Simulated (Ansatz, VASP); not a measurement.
# Al2O3 (Al2O3 (R-3c)) in two plane-wave programs, part 2 of 2

Aim: how closely do two programs agree when they are given the same cell, functional and k mesh? Of the first pair: The cell is taken from a series of runs on this material, whose earlier steps may have relaxed, scaled, displaced or heated it; both programs get it as it stands.

VASP 6.6.1 and Ansatz 0.2.0.

So far: The structure; Ansatz: single point, PBE, pair 1; VASP: single point, PBE, pair 1; Side by side.

### Step 5. Ansatz: relaxation, PBE

Level of this step: Ansatz beside VASP: Kohn-Sham DFT, plane waves, PBE (Ansatz).

This run makes the geometry at which the two programs are then compared. This pair takes another cell of the material, with 120 atoms against 10 for the pair before.

The structure compared here is the end of the Ansatz relaxation.

Input file input.yaml:

```yaml
crystal:
  lattice:
    - [9.6171201352, 0.0, 0.0]
    - [-4.8085600676, 8.3286703483, 0.0]
    - [0.0, 0.0, 13.1248717635]
  atoms:
    - { symbol: Al, position: [0.0, 0.0, 0.6478754361] }
    - { symbol: Al, position: [0.1666666666, 0.3333333334, 0.3145421028] }
    - { symbol: Al, position: [0.3333333334, 0.1666666666, 0.9812087694] }
    - { symbol: Al, position: [0.0, 0.0, 0.8521245639] }
    - { symbol: Al, position: [0.1666666666, 0.3333333334, 0.5187912306] }
    - { symbol: Al, position: [0.3333333334, 0.1666666666, 0.1854578972] }
    - { symbol: Al, position: [0.0, 0.0, 0.1478754361] }
    - { symbol: Al, position: [0.1666666666, 0.3333333334, 0.8145421028] }
    - { symbol: Al, position: [0.3333333334, 0.1666666666, 0.4812087694] }
    - { symbol: Al, position: [0.0, 0.0, 0.3521245639] }
    - { symbol: Al, position: [0.1666666666, 0.3333333334, 0.0187912306] }
    - { symbol: Al, position: [0.3333333334, 0.1666666666, 0.6854578972] }
    - { symbol: O, position: [0.0135844683, 0.3333333334, 0.4166666667] }
    - { symbol: O, position: [0.180251135, 0.1666666666, 0.0833333333] }
    - { symbol: O, position: [0.3469178017, 0.0, 0.75] }
    - { symbol: O, position: [0.0135844683, 0.180251135, 0.9166666667] }
    - { symbol: O, position: [0.180251135, 0.0135844683, 0.5833333333] }
    - { symbol: O, position: [0.3469178017, 0.3469178017, 0.25] }
    - { symbol: O, position: [0.1530821984, 0.1530821984, 0.75] }
    - { symbol: O, position: [0.319748865, 0.4864155317, 0.4166666667] }
    - { symbol: O, position: [0.4864155317, 0.319748865, 0.0833333333] }
    - { symbol: O, position: [0.0, 0.3469178017, 0.75] }
    - { symbol: O, position: [0.1666666666, 0.180251135, 0.4166666667] }
    - { symbol: O, position: [0.3333333334, 0.0135844683, 0.0833333333] }
    - { symbol: O, position: [0.0, 0.1530821984, 0.25] }
    - { symbol: O, position: [0.1666666666, 0.4864155317, 0.9166666667] }
    - { symbol: O, position: [0.3333333334, 0.319748865, 0.5833333333] }
    - { symbol: O, position: [0.1530821984, 0.0, 0.25] }
    - { symbol: O, position: [0.319748865, 0.3333333334, 0.9166666667] }
    - { symbol: O, position: [0.4864155317, 0.1666666666, 0.5833333333] }
[... 84 atom lines left out ...]
    - { symbol: O, position: [0.5, 0.6530821984, 0.25] }
    - { symbol: O, position: [0.6666666666, 0.9864155317, 0.9166666667] }
    - { symbol: O, position: [0.8333333333, 0.819748865, 0.5833333333] }
    - { symbol: O, position: [0.6530821984, 0.5, 0.25] }
    - { symbol: O, position: [0.819748865, 0.8333333333, 0.9166666667] }
    - { symbol: O, position: [0.9864155317, 0.6666666666, 0.5833333333] }
basis:
  ecutwfc: 420
  xc_grid: 2
hamiltonian:
  xc: pbe
kpoints:
  mp_grid: { grid: [1, 1, 1] }
scf:
  occupations: { method: fermi_dirac, width: 0.01 }
  max_iter: 100
  lower_state_search: "off"
output:
  forces: true
relax:
  f_tol: 0.015
  max_steps: 60
  escape_saddle: false
checkpoint:
  write: "../pristine.symmetric.run"
  compress: false
  write_wavefunctions: false
  write_every: 100000
```

The run is started by

```console
> ansatz run input.yaml --threads 32 --pin off --max-ram 131891MiB --backend cuda --events-out ev --progress --plain --runs-dir out
```

Numbers of over 12 decimals in the logs are rounded to 6 here.

The log of the run:

```text
[...]
device memory: the entry about to start is reckoned to put 3.6 GiB on a device that reports 182.5 GiB free
GPU FFT provider: cuFFT
GPU libraries: cuBLAS 13.8.1, cuFFT 12.4.0, cuSOLVER 12.3.2
GPU matrix products: emulated (plane waves: as basis.precision tells), large ones in fixed point in workspaces of 1.00 GiB
Crystal: 120 atoms, lattice volume = 1051.274 Å³
[...]
F+E_penalty+E_count = -66834.81207547 eV   max|allowed force component| = 9.869e-3 eV/Å
  atoms:
    - { symbol: Al, position: [-2.833381677415321e-17, -7.51713506243153e-18, 0.6478754361] }
    - { symbol: Al, position: [0.166667, 0.333333, 0.314542] }
    - { symbol: Al, position: [0.333333, 0.166667, 0.981209] }
[...]
- { symbol: Al, position: [0.166667, 0.333333, 0.518791] }
    - { symbol: Al, position: [0.333333, 0.166667, 0.185458] }
  [... 114 more lines of this table ...]
[key lines of the parts left out:]
SCF converged after 3 iterations
Free energy (F): -66834.812075 eV
Fermi energy:    10.289482 eV
```

### Step 6. VASP: single point, PBE, pair 2

The same cell, functional, mesh and smearing now go to VASP, with its own data sets.

Input file INCAR:

```
SYSTEM = Al2O3
PREC = Accurate
ENCUT = 520
EDIFF = 1E-06
NELM = 120
ISMEAR = -1
SIGMA = 0.01
LREAL = Auto
ALGO = Normal
GGA = PE
NBANDS = 384
LORBIT = 11
LWAVE = .FALSE.
LCHARG = .FALSE.
ISIF = 2
LASPH = .TRUE.
GGA_COMPAT = .FALSE.
EFERMI = MIDGAP
NCORE = 4
```

Input file POSCAR:

```
Al2O3
1.0
    9.6171201352      0.0000000000      0.0000000000
   -4.8085600676      8.3286703483      0.0000000000
    0.0000000000      0.0000000000     13.1248717635
Al O
48 72
Direct
    1.0000000000      0.0000000000      0.6478766667
    0.1666666667      0.3333333333      0.3145433333
    0.3333333333      0.1666666667      0.9812100000
    1.0000000000      0.0000000000      0.8521233333
    0.1666666667      0.3333333333      0.5187900000
    0.3333333333      0.1666666667      0.1854566667
    1.0000000000      0.0000000000      0.1478766667
    0.1666666667      0.3333333333      0.8145433333
    0.3333333333      0.1666666667      0.4812100000
    1.0000000000      0.0000000000      0.3521233333
    0.1666666667      0.3333333333      0.0187900000
    0.3333333333      0.1666666667      0.6854566667
    1.0000000000      0.5000000000      0.6478766667
    0.1666666667      0.8333333333      0.3145433333
    0.3333333333      0.6666666667      0.9812100000
    1.0000000000      0.5000000000      0.8521233333
    0.1666666667      0.8333333333      0.5187900000
    0.3333333333      0.6666666667      0.1854566667
    1.0000000000      0.5000000000      0.1478766667
    0.1666666667      0.8333333333      0.8145433333
    0.3333333333      0.6666666667      0.4812100000
    1.0000000000      0.5000000000      0.3521233333
    0.1666666667      0.8333333333      0.0187900000
    0.3333333333      0.6666666667      0.6854566667
    0.5000000000      0.0000000000      0.6478766667
    0.6666666667      0.3333333333      0.3145433333
    0.8333333333      0.1666666667      0.9812100000
    0.5000000000      0.0000000000      0.8521233333
    0.6666666667      0.3333333333      0.5187900000
    0.8333333333      0.1666666667      0.1854566667
[... 84 atom lines left out ...]
    0.5000000000      0.6530833333      0.2500000000
    0.6666666667      0.9864166667      0.9166666667
    0.8333333333      0.8197500000      0.5833333333
    0.6530833333      0.5000000000      0.2500000000
    0.8197500000      0.8333333333      0.9166666667
    0.9864166667      0.6666666667      0.5833333333
```

Input file KPOINTS:

```
Automatic mesh
0
Gamma
1 1 1
0 0 0
```

Potentials, in the order of the species: Al and O (PBE family, release 64).

The run is started by

```console
> mpirun -np 16 vasp_gam
```

The log of the run:

```text
[banner, memory and clock lines left out]
running   16 mpi-ranks, on    1 nodes
[...]
LDA part: xc-table for (Slater+PW92), standard interpolation
 POSCAR, INCAR and KPOINTS ok, starting setup
[...]
entering main loop
       N       E                     dE             d eps       ncg     rms          rms(c)
DAV:   1     0.583345151572E+04    0.58335E+04   -0.33678E+05   768   0.152E+03
DAV:   2    -0.341577138774E+03   -0.61750E+04   -0.58207E+04  1040   0.378E+02
DAV:   3    -0.980330406309E+03   -0.63875E+03   -0.63320E+03   928   0.124E+02
DAV:   4    -0.993147090289E+03   -0.12817E+02   -0.12783E+02   920   0.181E+01
[...]
DAV:  12    -0.897305235230E+03   -0.12874E-04   -0.23654E-04   928   0.278E-02    0.232E-02
DAV:  13    -0.897305240441E+03   -0.52112E-05   -0.15777E-05   880   0.684E-03    0.401E-03
DAV:  14    -0.897305239668E+03    0.77340E-06   -0.32387E-06   744   0.306E-03
   1 F= -.89730524E+03 E0= -.89730524E+03  d E =0.000000E+00
```

Parts of OUTCAR (step 6):

```text
  FREE ENERGIE OF THE ION-ELECTRON SYSTEM (eV)
  ---------------------------------------------------
  free  energy   TOTEN  =      -897.3052396677 eV

  energy  without entropy=     -897.3052396677  energy(sigma->0) =     -897.30523967
```

The run ends at a pressure of -0.23 GPa, with forces up to 0.012 eV/Å.

### Step 7. Side by side

What differs besides the data sets and the points named for the pairs above, as far as they apply: the cutoff is 420 eV in Ansatz and 520 eV in VASP (PREC = Accurate, projectors in real space). Total energies have different zeros and are not compared.

Both answers:

| quantity | Ansatz | VASP | difference |
| --- | --- | --- | --- |
| gap on the k mesh (eV) | 5.850 | 5.846 | +0.004 |

A gap on the mesh is an upper bound, since the band edges may lie between its points.

### Step 8. Ansatz: single point, PBE, pair 3

A single point takes one fixed geometry, so differences don't come from the geometry; what else differs is listed under the comparison.

The cell is taken from a series of runs on this material, whose earlier steps may have relaxed, scaled, displaced or heated it; both programs get it as it stands.

Edit input.yaml of step 5 so:

```diff
@@ -54,10 +54,4 @@
   lower_state_search: "off"
-output:
-  forces: true
-relax:
-  f_tol: 0.015
-  max_steps: 60
-  escape_saddle: false
 checkpoint:
-  write: "../pristine.symmetric.run"
+  write: "../pristine.sampling_gamma.run"
   compress: false
```

The run is started by

```console
> ansatz run input.yaml --threads 32 --pin off --max-ram 131891MiB --backend cuda --events-out ev --progress --plain --runs-dir out
```

The log of the run:

```text
[...]
GPU FFT provider: cuFFT
GPU libraries: cuBLAS 13.8.1, cuFFT 12.4.0, cuSOLVER 12.3.2
[...]
Crystal: 120 atoms, lattice volume = 1051.274 Å³
Basis set: ecut = 420 eV, 20497 PW (Γ), exchange–correlation on 144×144×180 points (8 copies of the dense FFT grid, shifted against one another)
Bands: 408, of which v1, the nominal top of the filled ones, is band 288 counted from 1 (287 counted from 0)
Symmetry: 144 space group operations
[...]
k-points: 1
[...]
GPU buffer pool allocated for 466560 grid points (all kernels)
[...]
SCF iter   1: F=—  HF=-66834.784050 eV  |Δ(HF+E_count)|=         —  Δρ=1.57e-3  dr2=1.07e-2  Hψ=1787
[...]
SCF iter   6: F=-66834.812075 eV  HF=-66834.812075 eV  |Δ(HF+E_count)|=   2.05e-8  Δρ=3.74e-6  dr2=9.24e-8  Hψ=844
SCF 1 converged in 6 iterations: F = -66834.812075 eV  dr2 = 9.24e-8
[...]
SCF converged after 6 iterations
Free energy (F): -66834.812075 eV
[...]
Internal energy: -66834.812075 eV  (E = F + TS)
E sigma→0 (E₀):  -66834.812075 eV
Fermi energy:    10.289504 eV
[...]
```

### Step 9. VASP: single point, PBE, pair 3

The same cell, functional, mesh and smearing now go to VASP, with its own data sets.

INCAR is that of step 6.

POSCAR is that of step 6.

KPOINTS is that of step 6.

The run is started by

```console
> mpirun -np 16 vasp_gam
```

The log of the run:

```text
[... set-up lines as in an earlier step ...]
 entering main loop
       N       E                     dE             d eps       ncg     rms          rms(c)
[... 1 cycle as in an earlier step ...]
DAV:   2    -0.341577138776E+03   -0.61750E+04   -0.58207E+04  1040   0.378E+02
DAV:   3    -0.980330406308E+03   -0.63875E+03   -0.63320E+03   928   0.124E+02
[... 1 cycle as in an earlier step ...]
DAV:   5    -0.993288871544E+03   -0.14178E+00   -0.14165E+00   920   0.199E+00    0.603E+01
DAV:   6    -0.896493235616E+03    0.96796E+02   -0.39343E+02   896   0.310E+01    0.205E+01
DAV:   7    -0.897023122496E+03   -0.52989E+00   -0.95818E+00   888   0.471E+00    0.116E+01
[... 4 cycles as in an earlier step ...]
DAV:  12    -0.897305235231E+03   -0.12875E-04   -0.23654E-04   928   0.278E-02    0.232E-02
DAV:  13    -0.897305240440E+03   -0.52086E-05   -0.15777E-05   880   0.684E-03    0.401E-03
DAV:  14    -0.897305239667E+03    0.77260E-06   -0.32388E-06   744   0.306E-03
   1 F= -.89730524E+03 E0= -.89730524E+03  d E =0.000000E+00
```

OUTCAR, selected parts (step 9):

```text
  FREE ENERGIE OF THE ION-ELECTRON SYSTEM (eV)
  ---------------------------------------------------
  free  energy   TOTEN  =      -897.3052396674 eV

  energy  without entropy=     -897.3052396674  energy(sigma->0) =     -897.30523967
```

The run ends at a pressure of -0.23 GPa, with forces up to 0.012 eV/Å.

### Step 10. Comparison

Compared:

```
              quantity  Ansatz   VASP  difference
gap on the k mesh (eV)   5.850  5.846      +0.004
```

A gap on the mesh is an upper bound, since the band edges may lie between its points.

### Step 11. Outcome

| Property | Result |
| --- | --- |
| difference in gap on the k mesh (single point, PBE, pair 1) | 0.0035 eV |
| difference in gap on the k mesh (single point, PBE, pair 2) | 0.0038 eV |
| difference in gap on the k mesh (single point, PBE, pair 3) | 0.0038 eV |

What this shows: The difference in gap on the k mesh is 0.0038 eV (single point, PBE, pair 2), within the 0.08 eV picked in this series as the mark of a large difference. Pairs 2 and 3 hold one cell, so they aren't independent. 1 further pair of this series is not shown here. Such differences can come from data sets, numerical settings and the points named under the comparisons, not from the functional's error against experiment.

[Lines on the potential files, build, host, timing and source positions are cut from VASP's logs without a mark.]

[Logs are printed without paths, hosts, clocks, repeated set-up lines and the standing remarks that a program may print on its own settings, such as how far it seeks lower states.]

[Hosts, paths, dates, database ids (printed as entryN), source tags and the programs' standing remarks are cut or masked in the printed files.]
